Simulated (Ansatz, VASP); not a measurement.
## Pt: VASP beside Ansatz

```xyz
3
Lattice="4.7001 0.0000 0.0000 -2.3501 4.0704 0.0000 0.0000 0.0000 2.8814" Properties=species:S:1:pos:R:3 pbc="T T T"
Pt    0.0000    0.0000    0.0000
Pt    0.0000    2.7136    1.4407
Pt    2.3501    1.3568    1.4407
```

Alike in both runs: task relaxation of cell and atoms; functional r2SCAN; k mesh 6 × 6 × 6; occupations gaussian, width 0.1 eV; no spin polarisation.

|  | VASP | Ansatz |
| --- | --- | --- |
| version | VASP 6.6.1 | Ansatz 0.2.0 |
| potentials or method | VASP PAW PBE potentials, release 64 (Pt) | scalar-relativistic, plane waves, PAW |
| plane-wave cutoff (eV) | 600 | 500 |
| valence electrons in the cell | 30 | 54 |

Ansatz gave:

| Item | Value |
| --- | --- |
| gap on the k mesh at the Fermi level, each at its own relaxed structure (eV) | none |
| relaxed volume (Å³/atom) | 15.68 |
| relaxed cell length with the largest relative difference (Å) | 4.483 |
| energy change over the relaxation (meV/atom) | -267 |

Estimate VASP's values.

gap on the k mesh at the Fermi level, each at its own relaxed structure (eV): none; relaxed volume (Å³/atom): 15.70; relaxed cell length with the largest relative difference (Å): 4.487; energy change over the relaxation (meV/atom): -260.

A gap of «none» marks a metal or a gap that the smearing closes. The two sets of potentials don't hold the same shells in valence.

Caveats: the k mesh is coarse (spacing up to 0.36 Å⁻¹), so the values aren't converged; the PAW data sets were made with another functional, which shifts forces and pressure a little (VASP). Spin-orbit coupling is left out, which matters for the levels of Pt.
